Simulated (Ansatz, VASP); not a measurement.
## W in VASP and in Ansatz

File INCAR:

```
SYSTEM = W
PREC = Accurate ; ENCUT = 520
EDIFF = 1E-6 ; ISMEAR = -1
SIGMA = 0.05 ; LREAL = .FALSE.
LASPH = .TRUE. ; NELM = 60
ALGO = Normal ; ISIF = 2
LWAVE = .FALSE. ; LCHARG = .TRUE.
GGA = PE ; LELF = .TRUE.
LVHAR = .TRUE. ; NBANDS = 13
```

Contents of KPOINTS:

```
Automatic mesh
0
G
  12 12 12
  0 0 0
```

POSCAR

```
W
1.0
   -1.6031677168      1.6031677168      1.6031677168
    1.6031677168     -1.6031677168      1.6031677168
    1.6031677168      1.6031677168     -1.6031677168
W
1
Direct
    0.0000000000      0.0000000000      0.0000000000
```

input.yaml

```yaml
crystal:
  lattice:
    - [-1.6031677168, 1.6031677168, 1.6031677168]
    - [1.6031677168, -1.6031677168, 1.6031677168]
    - [1.6031677168, 1.6031677168, -1.6031677168]
  atoms:
    - { symbol: W, position: [0.0, 0.0, 0.0] }
kpoints:
  mp_grid: { grid: [12, 12, 12] }
scf:
  occupations: { method: fermi_dirac, width: 0.05 }
hamiltonian:
  xc: pbe
  pseudopotentials: { kind: all_electron, lapw: { basis_error: 0.0005 } }
output:
  forces: true
  stress: true
  eigenvalues: true
```

Change from the starting cell: volume scaled by 1.04.

Alike in both runs: task single point; functional PBE; k mesh 12 × 12 × 12; occupations fermi-dirac, width 0.05 eV; no spin polarisation.

|  | VASP | Ansatz |
| --- | --- | --- |
| version | VASP 6.6.1 | Ansatz 0.2.0 |
| potentials or method | VASP PAW PBE potentials, release 64 (W_sv) | all-electron LAPW, scalar-relativistic |
| plane-wave cutoff (eV) | 520 | see its input |

VASP gave:

```
gap on the k mesh at the Fermi level (eV) : none
pressure (GPa)                            : -5.5
```

What did Ansatz give for the same quantities?

gap on the k mesh at the Fermi level (eV): none; pressure (GPa): -5.8.

A gap of «none» marks a metal or a gap that the smearing closes. Ansatz ran all-electron here, so the differences hold the error of VASP's frozen core and of both bases.

The runs have no spin-orbit coupling, so splittings on W are missing.
